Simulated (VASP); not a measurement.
# GaP (F-43m) in VASP: a series of runs

The runs below take GaP through relaxation of cell and atoms, with PBE.

Everything below comes from runs of VASP 6.6.1. Logs are shortened: lines on timing, memory, paths and dates and some standing lists are left out, and cuts for length are marked.

## (1) Starting point

It takes space group F-43m (No. 216, cubic). The conventional cell has a = 5.451 Å, b = 5.451 Å, c = 5.451 Å, α = 90.00°, β = 90.00°, γ = 90.00°. Around Ga (site symmetry -43m) lie 4 P at 2.36 Å. P (site symmetry -43m) has 4 Ga at 2.36 Å as nearest neighbours.

## (2) Relaxation of cell and atoms, PBE

The input, INCAR:

```
SYSTEM = GaP
ALGO = Normal
EDIFF = 1E-6
EDIFFG = -0.01
ENCUT = 520
GGA = PE
IBRION = 2
ISIF = 3
ISMEAR = 0
LASPH = .TRUE.
LCHARG = .FALSE.
LREAL = .FALSE.
LWAVE = .FALSE.
NELM = 120
NSW = 90
PREC = Accurate
SIGMA = 0.1
```

The input, KPOINTS:

```
k-points
0
G
  8 8 8
  0 0 0
```

The input, POSCAR:

```
GaP
1.0
    0.0000000000      2.7252500000      2.7252500000
    2.7252500000      0.0000000000      2.7252500000
    2.7252500000      2.7252500000      0.0000000000
Ga P
1 1
Direct
    0.0000000000      0.0000000000      0.0000000000
    0.7500000000      0.7500000000      0.7500000000
```

Potentials or basis: VASP PAW PBE potentials, release 64 (Ga_d, P).

Launch:

```bash
cat potpaw_PBE.64/Ga_d/POTCAR potpaw_PBE.64/P/POTCAR > POTCAR
mpirun -np 1 vasp_std > vasp.out
```

OUTCAR:

```text
SYSTEM = GaP
   EDIFF = 1E-6
   EDIFFG = -0.01
   ENCUT = 520
   GGA = PE
   IBRION = 2
   ISIF = 3
   ISMEAR = 0
   LASPH = .TRUE.
   LREAL = .FALSE.
   NELM = 120
   NSW = 90
   PREC = Accurate

 ion  position               nearest neighbor table
   1  0.000  0.000  0.000-   2 2.36   2 2.36   2 2.36   2 2.36
   2  0.750  0.750  0.750-   1 2.36   1 2.36   1 2.36   1 2.36

  LATTYP: Found a face centered cubic cell.
 ALAT       =     5.4505000000

  Lattice vectors:

 A1 = (   0.0000000000,   2.7252500000,   2.7252500000)
 A2 = (   2.7252500000,   0.0000000000,   2.7252500000)
 A3 = (   2.7252500000,   2.7252500000,   0.0000000000)

Analysis of symmetry for initial positions (statically):
=====================================================================
 Subroutine PRICEL returns:
 Original cell was already a primitive cell.

 Routine SETGRP: Setting up the symmetry group for a
 face centered cubic supercell.

 Subroutine GETGRP returns: Found 24 space group operations
 (whereof 24 operations were pure point group operations)
 out of a pool of 48 trial point group operations.

The static configuration has the point symmetry T_d .

Analysis of symmetry for dynamics (positions and initial velocities):
=====================================================================
 Subroutine PRICEL returns:
 Original cell was already a primitive cell.

 Routine SETGRP: Setting up the symmetry group for a
 face centered cubic supercell.

 Subroutine GETGRP returns: Found 24 space group operations
 (whereof 24 operations were pure point group operations)
 out of a pool of 48 trial point group operations.

The dynamic configuration has the point symmetry T_d .

 Subroutine INISYM returns: Found 24 space group operations
 (whereof 24 operations are pure point group operations),
 and found     1 'primitive' translations

----------------------------------------------------------------------------------------

                                     Primitive cell

  volume of cell :      40.4808

  direct lattice vectors                    reciprocal lattice vectors
     0.000000000  2.725250000  2.725250000    -0.183469406  0.183469406  0.183469406
     2.725250000  0.000000000  2.725250000     0.183469406 -0.183469406  0.183469406
     2.725250000  2.725250000  0.000000000     0.183469406  0.183469406 -0.183469406

  length of vectors
     3.854085511  3.854085511  3.854085511     0.317778334  0.317778334  0.317778334

  position of ions in fractional coordinates (direct lattice)
     0.000000000  0.000000000  0.000000000
     0.750000000  0.750000000  0.750000000

  ion indices of the primitive-cell ions
   primitive index   ion index
                 1           1
                 2           2

----------------------------------------------------------------------------------------

 KPOINTS: k-points

Automatic generation of k-mesh.
 Grid dimensions read from file:
 generate k-points for:    8    8    8

 Generating k-lattice:

  Cartesian coordinates                     Fractional coordinates (reciprocal lattice)
    -0.022933676  0.022933676  0.022933676     0.125000000  0.000000000  0.000000000
     0.022933676 -0.022933676  0.022933676     0.000000000  0.125000000  0.000000000
     0.022933676  0.022933676 -0.022933676     0.000000000  0.000000000  0.125000000

  Length of vectors
     0.039722292  0.039722292  0.039722292

  Shift w.r.t. Gamma in fractional coordinates (k-lattice)
     0.000000000  0.000000000  0.000000000

 Subroutine IBZKPT returns following result:
 ===========================================

 Found     29 irreducible k-points:

 Following reciprocal coordinates:
            Coordinates               Weight
  0.000000  0.000000  0.000000      1.000000
  0.125000  0.000000  0.000000      8.000000
  0.250000  0.000000  0.000000      8.000000
  0.375000  0.000000  0.000000      8.000000
  0.500000  0.000000  0.000000      4.000000
  0.125000  0.125000  0.000000      6.000000
[... 16 lines left out ...]
  0.500000  0.250000  0.125000     48.000000
 -0.375000  0.250000  0.125000     24.000000
 [... further k-points ...]
   k-points           NKPTS =     29   k-points in BZ     NKDIM =     29   number of bands    NBANDS=     13
   number of dos      NEDOS =    301   number of ions     NIONS =      2
   total plane-waves  NPLWV =  27000
   dimension x,y,z NGX =    30 NGY =   30 NGZ =   30
   dimension x,y,z NGXF=    60 NGYF=   60 NGZF=   60
   ions per type =               1   1
   NGX,Y,Z   is equivalent  to a cutoff of  12.94, 12.94, 12.94 a.u.
   NGXF,Y,Z  is equivalent  to a cutoff of  25.88, 25.88, 25.88 a.u.
 SYSTEM =  GaP
   PREC   = accura    normal or accurate (medium, high low for compatibility)
   ISTART =      0    job   : 0-new  1-cont  2-samecut
   ICHARG =      2    charge: 1-file 2-atom 10-const
   ISPIN  =      1    spin polarized calculation?
   LNONCOLLINEAR =      F non collinear calculations
   LSORBIT =      F    spin-orbit coupling
   LASPH  =      T    aspherical Exc in radial PAW
   ENCUT  =  520.0 eV  38.22 Ry    6.18 a.u.   7.17  7.17  7.17*2*pi/ulx,y,z
   NELM   =    120;   NELMIN=  2; NELMDL= -5     # of ELM steps
   EDIFF  = 0.1E-05   stopping-criterion for ELM
   LREAL  =      F    real-space projection
   EDIFFG = -.1E-01   stopping-criterion for IOM
   NSW    =     90    number of steps for IOM
   IBRION =      2    ionic relax: 0-MD 1-quasi-New 2-CG
   NFREE  =      1    steps in history (QN), initial steepest desc. (CG)
   ISIF   =      3    stress and relaxation
   ISYM   =      2    0-nonsym 1-usesym 2-fastsym
   POTIM  = 0.5000    time-step for ionic-motion
   TEBEG  =    0.0;   TEEND  =   0.0 temperature during run
   PSTRESS=    0.0 pullay stress
   NELECT =      18.0000    total number of electrons
   NUPDOWN=      -1.0000    fix difference up-down
   EMIN   =  10.00;   EMAX   =-10.00  energy-range for DOS
   EFERMI =   0.00;   METHOD = LEGACY
   ISMEAR =     0;   SIGMA  =   0.10  broadening in eV -4-tet -1-fermi 0-gaus
   EFERMI_NEDOS =   21; number of points for ismear=-14 and -15
   IALGO  =     38    algorithm
   IMIX   =      4    mixing-type and parameters
     AMIX     =   0.40;   BMIX     =  1.00
     AMIX_MAG =   1.60;   BMIX_MAG =  1.00
  volume/ion in A,a.u.               =      20.24       136.59
  Fermi-wavevector in a.u.,A,eV,Ry     =   1.249538  2.361284 21.243377  1.561344
  Thomas-Fermi vector in A             =   2.383574
   LORBIT       =      0    0 simple, 1 ext, 2 COOP (PROOUT), +10 PAW based schemes
   GGA     = PE    functional components
   LHFCALC =     F    Hartree Fock is set to
   AEXX    =    0.0000 exact exchange contribution
   IVDW    =     0    specifies the selected vdW correction
   LEPSILON=     F    determine dielectric tensor
   LRPA    =     F    only Hartree local field effects (RPA)
 conjugate gradient relaxation of ions
 non-spin polarized calculation
 Gauss-broadening in eV      SIGMA  =   0.10
  energy-cutoff  :      520.00
  volume of cell :       40.48
 maximum number of plane-waves:      1106
 NGX is ok and might be reduce to    30
   NGX = 15   NGY = 15   NGZ = 15

--------------------------------------- Ionic step        1  -------------------------------------------

 number of electron      17.9999989 magnetization

 Free energy of the ion-electron system (eV)
  ---------------------------------------------------
  ext. energy  EPLUGINS =         0.00000000
  ---------------------------------------------------
  free energy    TOTEN  =        -9.11612110 eV

  energy without entropy =       -9.11612110  energy(sigma->0) =       -9.11612110

------------------------ aborting loop because EDIFF is reached ----------------------------------------

  FORCE on cell =-STRESS in cart. coord.  units (eV):
  Direction    XX          YY          ZZ          XY          YZ          ZX
  --------------------------------------------------------------------------------------
  -------------------------------------------------------------------------------------
  Total        0.6145115      0.6145115      0.6145115     -0.0000000     -0.0000000     -0.0000000
  in kB       24.3215654     24.3215654     24.3215654     -0.0000000     -0.0000000     -0.0000000
  external PRESSURE =      24.3215654 kB  Pullay stress =       0.0000000 kB

 VOLUME and BASIS-vectors are now :
 -----------------------------------------------------------------------------
  energy-cutoff  :      520.00
  volume of cell :       40.48
      direct lattice vectors                 reciprocal lattice vectors
     0.000000000  2.725250000  2.725250000    -0.183469406  0.183469406  0.183469406
     2.725250000  0.000000000  2.725250000     0.183469406 -0.183469406  0.183469406
     2.725250000  2.725250000  0.000000000     0.183469406  0.183469406 -0.183469406
[... 37 lines left out ...]
 POSITION                                       TOTAL-FORCE (eV/Angst)
 -----------------------------------------------------------------------------------
      0.00000      2.76565      2.76565        -0.000000     -0.000000      0.000000
      4.14847      4.14847      4.14847         0.000000      0.000000     -0.000000
 -----------------------------------------------------------------------------------
    total drift:                               -0.000002     -0.000002     -0.000002

  FREE ENERGIE OF THE ION-ELECTRON SYSTEM (eV)
  ---------------------------------------------------
  free  energy   TOTEN  =        -9.1235205908 eV

  energy  without entropy=       -9.1235205908  energy(sigma->0) =       -9.12352059

--------------------------------------- Ionic step        3  -------------------------------------------

 number of electron      18.0000003 magnetization

 Free energy of the ion-electron system (eV)
  ---------------------------------------------------
  ext. energy  EPLUGINS =         0.00000000
  ---------------------------------------------------
  free energy    TOTEN  =        -9.12543863 eV

  energy without entropy =       -9.12543863  energy(sigma->0) =       -9.12543863

 E-fermi :   4.7927     XC(G=0):  -9.6949

 val. band max:        4.3479836754   @ k =   0.0000   0.0000   0.0000
 cond. band min:       5.9244112339   @ k =   0.0000   0.0000   0.0000
 fundamental gap:      1.5764275585
 Fermi energy:         4.7926908768

 k-point     1 :       0.0000    0.0000    0.0000
  band No.  band energies     occupation
      1     -10.1557      2.00000
      2     -10.1557      2.00000
      3     -10.1557      2.00000
      4     -10.0650      2.00000
      5     -10.0650      2.00000
      6      -7.9197      2.00000
      7       4.3480      2.00000
      8       4.3480      2.00000
      9       4.3480      2.00000
     10       5.9244      0.00000
     11       8.2434      0.00000
     12       8.2434      0.00000
     13       8.2434      0.00000

 k-point     2 :       0.1250    0.0000    0.0000
  band No.  band energies     occupation
      1     -10.1675      2.00000
      2     -10.1515      2.00000
      3     -10.1515      2.00000
      4     -10.0650      2.00000
      5     -10.0650      2.00000
      6      -7.7254      2.00000
      7       2.7225      2.00000
      8       4.1293      2.00000
      9       4.1293      2.00000
     10       6.6291      0.00000
     11       8.5799      0.00000
[... 339 lines left out ...]
 k-point    24 :      -0.3750    0.2500    0.1250
  band No.  band energies     occupation
      1     -10.2341      2.00000
      2     -10.1277      2.00000
      3     -10.1169      2.00000
      4     -10.0694      2.00000
      5     -10.0583      2.00000
      6      -5.5632      2.00000
      7      -1.9241      2.00000
      8       1.2649      2.00000
      9       2.4952      2.00000
     10       7.7146      0.00000
     11       8.6669      0.00000
     12      10.7195      0.00000
     13      12.1824      0.00000

 [... further k-points ...]
[... 5 lines left out ...]
  --------------------------------------------------------------------------------------
  -------------------------------------------------------------------------------------
  Total        0.0129363      0.0129363      0.0129363     -0.0000000      0.0000000      0.0000000
  in kB        0.4966988      0.4966988      0.4966988     -0.0000000      0.0000000      0.0000000
  external PRESSURE =       0.4966988 kB  Pullay stress =       0.0000000 kB

 VOLUME and BASIS-vectors are now :
 -----------------------------------------------------------------------------
  energy-cutoff  :      520.00
  volume of cell :       41.73
      direct lattice vectors                 reciprocal lattice vectors
     0.000000000  2.752953623  2.752953623    -0.181623110  0.181623110  0.181623110
     2.752953623 -0.000000000  2.752953623     0.181623110 -0.181623110  0.181623110
     2.752953623  2.752953623 -0.000000000     0.181623110  0.181623110 -0.181623110

 POSITION                                       TOTAL-FORCE (eV/Angst)
 -----------------------------------------------------------------------------------
      0.00000      0.00000      0.00000        -0.000000     -0.000000     -0.000000
      4.12943      4.12943      4.12943         0.000000      0.000000      0.000000
 -----------------------------------------------------------------------------------
    total drift:                               -0.000002     -0.000002     -0.000002

  FREE ENERGIE OF THE ION-ELECTRON SYSTEM (eV)
  ---------------------------------------------------
  free  energy   TOTEN  =        -9.1254386345 eV

  energy  without entropy=       -9.1254386345  energy(sigma->0) =       -9.12543863

 reached required accuracy - stopping structural energy minimisation
```

Run time: 24 s. Hardware: 1 thread of Intel Xeon Platinum 8488C (Sapphire Rapids), shared host; peak memory 0.18 GiB.

What came out:

- Free energy: -9.1254 eV
- Relaxed volume: 20.86 Å³/atom
- Relaxed cell: a = 3.893 Å, b = 3.893 Å, c = 3.893 Å, α = 60.00°, β = 60.00°, γ = 60.00°
- Space group after relaxing (to 0.05 Å): F-43m (No. 216)
- Energy gained by relaxing: 4.7 meV/atom
- Ionic steps: 3
- Pressure after relaxing: 0.0 GPa
- Band gap on the k mesh: 1.58 eV, direct

Step by step:
```
step  energy change (eV)  largest force (eV/Å)  pressure (GPa)  volume (Å³)
   1              0.0000                0.0000            2.43        40.48
   2             -0.0074                0.0000           -1.06        42.31
   3             -0.0093                0.0000            0.05        41.73
```

Final structure:
```
Ga P
1.0
     0.00000    2.75295    2.75295
     2.75295    0.00000    2.75295
     2.75295    2.75295    0.00000
Ga P
1 1
Direct
  0.00000 0.00000 0.00000
  0.75000 0.75000 0.75000
```

## (3) Relaxation of cell and atoms, PBE

This run uses another cell than the first one, of 20.86 Å³/atom, 1.031 times its volume.

Edit INCAR of step 2 so:

```diff
@@ -2,4 +2,4 @@
 ALGO = Normal
-EDIFF = 1E-6
-EDIFFG = -0.01
+EDIFF = 1E-7
+EDIFFG = -0.005
 ENCUT = 520
@@ -14,3 +14,4 @@
 NELM = 120
-NSW = 90
+NSW = 60
+POTIM = 0.3
 PREC = Accurate
```

KPOINTS is that of step 2.

The input, POSCAR:

```
GaP                                     
1.0
    0.0000000000      2.7529536232      2.7529536232
    2.7529536232     -0.0000000000      2.7529536232
    2.7529536232      2.7529536232     -0.0000000000
  Ga              P             
     1     1
Direct
     0.0000000000000000    0.0000000000000000    0.0000000000000000
     0.7500000000000000    0.7500000000000000    0.7500000000000000
```

Potentials or basis: VASP PAW PBE potentials, release 64 (Ga_d, P).

Launch:

```bash
cat potpaw_PBE.64/Ga_d/POTCAR potpaw_PBE.64/P/POTCAR > POTCAR
mpirun -np 1 vasp_std > vasp.out
```

Wall time 12 s (1 thread of Intel Xeon Platinum 8488C (Sapphire Rapids), shared host); peak memory 0.16 GiB.

It converged, with:

```
Free energy             : -9.1256 eV
Pressure after relaxing : 0.0 GPa
Band gap on the k mesh  : 1.58 eV, direct
```

Final structure:
```
CELL_PARAMETERS angstrom
0.00000 2.75295 2.75295
2.75295 0.00000 2.75295
2.75295 2.75295 0.00000
ATOMIC_POSITIONS crystal
Ga 0.00000 0.00000 0.00000
P 0.75000 0.75000 0.75000
```

Levels at points of the mesh, in eV from the valence-band top:
```
           k point  band 7  band 8  band 9  band 10  band 11  band 12
(0.00, 0.00, 0.00)    0.00    0.00    0.00     1.58     3.90     3.90
(0.50, 0.00, 0.00)   -6.46   -1.07   -1.07     1.58     4.73     4.73
(0.50, 0.50, 0.00)   -6.61   -2.58   -2.58     1.72     1.85    10.37
```

Caveat: the relaxation stopped at its first step, so nothing moved.
